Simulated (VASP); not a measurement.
# BaS (Fm-3m) in VASP: single point with r2SCAN

Aim: the single point of BaS with r2SCAN.

All numbers are computed with VASP 6.6.1; they aren't measurements. Logs are shortened: lines on timing, memory, paths and dates and some standing lists are left out, and cuts for length are marked.

### 1 The crystal as given

Symmetry: Fm-3m, No. 225, cubic system. The conventional cell has a = 6.425 Å, b = 6.425 Å, c = 6.425 Å, α = 90.00°, β = 90.00°, γ = 90.00°. Around Ba (site symmetry m-3m) lie 6 S at 3.21 Å. S (site symmetry m-3m) has 6 Ba at 3.21 Å as nearest neighbours.

The cell was built by a generator and needn't be a form met in nature.

### 2 Single point, r2SCAN

POSCAR

```
BaS
1.0
    0.0000171345      3.2126393200      3.2123707659
    3.2125287178     -0.0002379584      3.2126315343
    3.2123457180      3.2127002018     -0.0000531666
Ba S
1 1
Direct
    0.9909509288      0.0030496802      1.0049668719
    0.4909820712      0.5030083198      0.5050331281
```

INCAR.step1

```
  PREC = Accurate
  ENCUT = 520
  ISMEAR = -1
  SIGMA = 0.1
  LREAL = False
  LASPH = True
  NELM = 100
  NBANDS = 15
  GGA = PE
  ALGO = Normal
  EDIFF = 1E-4
  LWAVE = True
  LCHARG = False
```

INCAR.step2

```
  PREC = Accurate
  ENCUT = 520
  EDIFF = 1E-6
  ISMEAR = -1
  SIGMA = 0.1
  LREAL = False
  LASPH = True
  NELM = 100
  ALGO = Normal
  ISIF = 2
  LWAVE = False
  LCHARG = True
  METAGGA = R2SCAN
  LMIXTAU = True
  LELF = True
  LVHAR = True
  NBANDS = 15
  ISTART = 1
```

KPOINTS

```
regular mesh
0
Gamma
  5 5 5
```

Potentials or basis: VASP PAW PBE potentials, release 64 (Ba_sv, S).

Command:

```sh
cat potpaw_PBE.64/Ba_sv/POTCAR potpaw_PBE.64/S/POTCAR > POTCAR
cp INCAR.step1 INCAR
mpirun -np 1 vasp_std > vasp.out
cp INCAR.step2 INCAR
mpirun -np 1 vasp_std > vasp.out
```

OUTCAR:

```text
PREC = Accurate
   ENCUT = 520
   EDIFF = 1E-6
   ISMEAR = -1
   LREAL = False
   LASPH = True
   NELM = 100
   ISIF = 2
   METAGGA = R2SCAN
   ISTART = 1

 ion  position               nearest neighbor table
   1  0.991  0.003  0.005-   2 3.21   2 3.21   2 3.21   2 3.21   2 3.21   2 3.21
   2  0.491  0.503  0.505-   1 3.21   1 3.21   1 3.21   1 3.21   1 3.21   1 3.21

  LATTYP: Found a triclinic cell.
 ALAT       =     4.5429860724
 B/A-ratio  =     1.4142802497
 C/A-ratio  =     1.0000456691
 COS(alpha) =     0.0000225685
 COS(beta)  =     0.4999827447
 COS(gamma) =     0.7070952493

  Lattice vectors:

 A1 = (   3.2123285835,   0.0000608818,  -3.2124239325)
 A2 = (  -0.0002001343,   0.0002988402,  -6.4250554668)
 A3 = (   3.2123457180,   3.2127002018,  -0.0000531666)

Analysis of symmetry for initial positions (statically):
=====================================================================
 Subroutine PRICEL returns:
 Original cell was already a primitive cell.

 Routine SETGRP: Setting up the symmetry group for a
 triclinic supercell.

 Subroutine GETGRP returns: Found  1 space group operations
 (whereof  1 operations were pure point group operations)
 out of a pool of  2 trial point group operations.

The static configuration has the point symmetry C_1 .

Analysis of symmetry for dynamics (positions and initial velocities):
=====================================================================
 Subroutine PRICEL returns:
 Original cell was already a primitive cell.

 Routine SETGRP: Setting up the symmetry group for a
 triclinic supercell.

 Subroutine GETGRP returns: Found  1 space group operations
 (whereof  1 operations were pure point group operations)
 out of a pool of  2 trial point group operations.

The dynamic configuration has the point symmetry C_1 .

 Subroutine INISYM returns: Found  1 space group operations
 (whereof  1 operations are pure point group operations),
 and found     1 'primitive' translations

----------------------------------------------------------------------------------------

                                     Primitive cell

  volume of cell :      66.3121

  direct lattice vectors                    reciprocal lattice vectors
     0.000017135  3.212639320  3.212370766    -0.155646220  0.155631622  0.155652767
     3.212528718 -0.000237958  3.212631534     0.155636163 -0.155616414  0.155628594
     3.212345718  3.212700202 -0.000053167     0.155654798  0.155624449 -0.155638290

  length of vectors
[... 94 lines left out ...]
   NUPDOWN=      -1.0000    fix difference up-down
   EMIN   =  10.00;   EMAX   =-10.00  energy-range for DOS
   EFERMI =   0.00;   METHOD = LEGACY
   ISMEAR =    -1;   SIGMA  =   0.10  broadening in eV -4-tet -1-fermi 0-gaus
   EFERMI_NEDOS =   21; number of points for ismear=-14 and -15
   IALGO  =     38    algorithm
   IMIX   =      4    mixing-type and parameters
     AMIX     =   0.40;   BMIX     =  1.00
     AMIX_MAG =   1.60;   BMIX_MAG =  1.00
  volume/ion in A,a.u.               =      33.16       223.75
  Fermi-wavevector in a.u.,A,eV,Ry     =   1.019179  1.925970 14.132735  1.038727
  Thomas-Fermi vector in A             =   2.152679
   LORBIT       =      0    0 simple, 1 ext, 2 COOP (PROOUT), +10 PAW based schemes
   METAGGA = R2SCAN    functional components
   LHFCALC =     F    Hartree Fock is set to
   AEXX    =    0.0000 exact exchange contribution
   IVDW    =     0    specifies the selected vdW correction
   LEPSILON=     F    determine dielectric tensor
   LRPA    =     F    only Hartree local field effects (RPA)
 non-spin polarized calculation
  energy-cutoff  :      520.00
  volume of cell :       66.31
 maximum number of plane-waves:      1807
 NGX is ok and might be reduce to    36
   NGX = 17   NGY = 17   NGZ = 17

 number of electron      16.0000000 magnetization

 Free energy of the ion-electron system (eV)
  ---------------------------------------------------
  ext. energy  EPLUGINS =         0.00000000
  ---------------------------------------------------
  free energy    TOTEN  =       -39.20495749 eV

  energy without entropy =      -39.20495671  energy(sigma->0) =      -39.20495710

 E-fermi :   2.4587     XC(G=0):  -9.0017

 val. band max:        1.1297209746   @ k =   0.0000   0.0000   0.0000
 cond. band min:       3.7399026044   @ k =  -0.0000  -0.4000  -0.4000
 fundamental gap:      2.6101816299
 Fermi energy:         2.4586763448

 k-point     1 :       0.0000    0.0000    0.0000
  band No.  band energies     occupation
      1     -25.7405      2.00000
      2     -10.3757      2.00000
      3     -10.3757      2.00000
      4     -10.3757      2.00000
      5      -9.6407      2.00000
      6       1.1293      2.00000
      7       1.1296      2.00000
      8       1.1297      2.00000
      9       5.2589      0.00000
     10       5.4321      0.00000
     11       5.4331      0.00000
     12       5.4334      0.00000
     13       6.4525      0.00000
     14       6.4531      0.00000
[... 401 lines left out ...]
      2     -10.9015      2.00000
      3     -10.4386      2.00000
      4     -10.4386      2.00000
      5      -9.0643      2.00000
      6      -0.0072      2.00000
      7       0.9910      2.00000
      8       0.9912      2.00000
      9       4.6046      0.00000
     10       6.0911      0.00000
     11       6.7298      0.00000
     12       6.7303      0.00000
     13       6.7908      0.00000
     14       8.9761      0.00000
     15      12.1799      0.00000

 [... further k-points ...]

------------------------ aborting loop because EDIFF is reached ----------------------------------------

  FORCE on cell =-STRESS in cart. coord.  units (eV):
  Direction    XX          YY          ZZ          XY          YZ          ZX
  --------------------------------------------------------------------------------------
  -------------------------------------------------------------------------------------
  Total        0.2329498      0.2288382      0.2318242      0.0004293      0.0007687     -0.0005103
  in kB        5.6283396      5.5289998      5.6011446      0.0103730      0.0185719     -0.0123290
  external PRESSURE =       5.5861614 kB  Pullay stress =       0.0000000 kB

 VOLUME and BASIS-vectors are now :
 -----------------------------------------------------------------------------
  energy-cutoff  :      520.00
  volume of cell :       66.31
      direct lattice vectors                 reciprocal lattice vectors
     0.000017135  3.212639320  3.212370766    -0.155646220  0.155631622  0.155652767
     3.212528718 -0.000237958  3.212631534     0.155636163 -0.155616414  0.155628594
     3.212345718  3.212700202 -0.000053167     0.155654798  0.155624449 -0.155638290

 POSITION                                       TOTAL-FORCE (eV/Angst)
 -----------------------------------------------------------------------------------
      0.02577      3.19952      3.19310         0.000158      0.000637     -0.000091
      3.23828      3.19975      3.19317        -0.000158     -0.000637      0.000091
 -----------------------------------------------------------------------------------
    total drift:                                0.000022      0.000037      0.000007

  FREE ENERGIE OF THE ION-ELECTRON SYSTEM (eV)
  ---------------------------------------------------
  free  energy   TOTEN  =       -39.2049574862 eV

  energy  without entropy=      -39.2049567115  energy(sigma->0) =      -39.20495710
```

OUTCAR.step1:

```text
PREC = Accurate
   ENCUT = 520
   ISMEAR = -1
   LREAL = False
   LASPH = True
[... 659 lines left out ...]
      0.02577      3.19952      3.19310         0.000142      0.000572     -0.000074
      3.23828      3.19975      3.19317        -0.000142     -0.000572      0.000074
 -----------------------------------------------------------------------------------
    total drift:                               -0.000032     -0.000022     -0.000025

  FREE ENERGIE OF THE ION-ELECTRON SYSTEM (eV)
  ---------------------------------------------------
  free  energy   TOTEN  =       -10.1914167678 eV

  energy  without entropy=      -10.1914126720  energy(sigma->0) =      -10.19141472
```

Run time: 3.1 min. Hardware: 1 thread of Intel Xeon Platinum 8488C (Sapphire Rapids), shared host; peak memory 0.25 GiB.

What came out:

```
Free energy            : -39.2050 eV
Pressure               : 0.6 GPa
Band gap on the k mesh : 2.61 eV, indirect (least direct gap 2.77 eV)
```

Caveat: the PAW data sets were made with another functional, which shifts forces and pressure a little; spin-orbit coupling is left out, which moves the levels of the heavy elements; an odd mesh through Γ misses points on the zone boundary, where band edges often lie.

### 3 Comparison with measurements

Step 2. The gap isn't set beside the measured one, since this odd mesh misses points on the zone boundary.
